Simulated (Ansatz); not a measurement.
**Platinum (omega (AlB2-type)) across density functionals**

All rows: Ansatz, plane waves with scalar-relativistic PAW, 420 eV (500 eV for the SCAN forms), relaxed under each functional, no dispersion correction, no zero-point motion. B₀ comes from uniform scaling at fixed shape; a dash is a value not given.

```csv
functional,V (Å³/atom),cell,B₀ (GPa),magnetic state,ΔE to fcc (meV/atom)
PBE,16.04,"a = 4.534 Å, c = 2.703 Å (c/a = 0.596)",234,spin not included,145
r²SCAN,15.68,"a = 4.501 Å, c = 2.682 Å (c/a = 0.596)",256,spin not included,148
PBEsol,15.41,"a = 4.473 Å, c = 2.667 Å (c/a = 0.596)",272,spin not included,163
LDA,15.11,"a = 4.446 Å, c = 2.649 Å (c/a = 0.596)",291,spin not included,171
RPBE,16.33,"a = 4.561 Å, c = 2.719 Å (c/a = 0.596)",217,spin not included,137
BLYP,17.05,"a = 4.631 Å, c = 2.754 Å (c/a = 0.595)",187,spin not included,105
```

Task: What does revPBE give?

Result: V (Å³/atom): 16.24; cell: a = 4.553 Å, c = 2.715 Å (c/a = 0.596); B₀ (GPa): 222; magnetic state: spin not included; ΔE to fcc (meV/atom): 140.
